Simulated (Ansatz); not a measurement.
Level of theory: DFT PBE, scalar-relativistic, plane waves, PAW in Ansatz 0.2.0. Settings: cutoff 420 eV, Γ-centred meshes spaced at most about 0.3 Å⁻¹, and about 0.25 Å⁻¹ or finer for metals (2π included), Gaussian smearing. No spin polarisation in the final relaxations.

All energies are static (0 K, no zero-point motion).

Compare these two cells of As, each relaxed at this level.

A.

```
As
1.0
     0.00000    3.85859    3.85859
     3.85859    0.00000    3.85859
     3.85859    3.85859    0.00000
As
4
Cartesian
  4.8232 4.8232 4.8232
  2.8939 2.8939 4.8232
  2.8939 4.8232 2.8939
  4.8232 2.8939 2.8939
```

B.

```
As
1.0
     6.92123    0.00000    0.00000
     0.00000    6.92123    0.00000
     0.00000    0.00000    2.76891
As
6
Direct
  0.12799 0.37201 0.00000
  0.37201 0.87201 0.00000
  0.87201 0.62799 0.00000
  0.62799 0.12799 0.00000
  0.00000 0.00000 0.00000
  0.50000 0.50000 0.00000
```

Question: Which would you expect to be lower, and how large is the difference?

Answer: B is lower, by 275 meV/atom. A has space group Fd-3m (No. 227), 28.7 Å³/atom and no gap on its mesh; B has space group P4/mbm (No. 127), 22.1 Å³/atom and no gap. Counting all near atoms (those within 1.25 times the shortest such distance or 1.15 times the sum of covalent radii; a slash parts the counts of unlike sites), A has As 6 and B has As 5/6. The denser one is the lower, and pressure would at first widen the difference. Both come from invented guesses. The part of the Crystallography Open Database at hand lists As in space groups No. 64, 166; no cell shown has one of them.

Cells relaxed within their symmetry can be saddle points.
